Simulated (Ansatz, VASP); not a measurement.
## Two plane-wave programs on BN

```
CELL_PARAMETERS angstrom
0.00000 1.84411 1.81239
1.81239 0.00000 1.81239
1.81239 1.84411 0.00000
ATOMIC_POSITIONS crystal
B 0.00000 0.00000 0.00000
N 0.75000 0.75000 0.75000
```

Change from the starting cell: engineering shear strain xz +0.0000, normal strain along z +0.0175.

Alike in both runs: task single point; functional PBE; k mesh 12 × 12 × 12; occupations gaussian, width 0.05 eV; no spin polarisation.

|  | VASP | Ansatz |
| --- | --- | --- |
| version | VASP 6.6.1 | Ansatz 0.2.0 |
| potentials or method | VASP PAW PBE potentials, release 64 (B, N) | scalar-relativistic, plane waves, PAW |
| plane-wave cutoff (eV) | 520 | 520 |
| valence electrons in the cell | 8 | 8 |

VASP gave:

| Item | Value |
| --- | --- |
| gap on the k mesh at the Fermi level (eV) | 4.28 |
| least direct gap on the mesh (eV) | 8.60 |
| pressure (GPa) | -6.1 |
| largest component of the traceless stress (GPa) | 7.11 |

Problem. Which values does Ansatz return?

Solution. gap on the k mesh at the Fermi level (eV): 4.29; least direct gap on the mesh (eV): 8.61; pressure (GPa): -6.2; largest component of the traceless stress (GPa): 7.11.

The functional is the same, so the differences come from potentials, cutoffs and numerics.

A k mesh can miss the band edges.
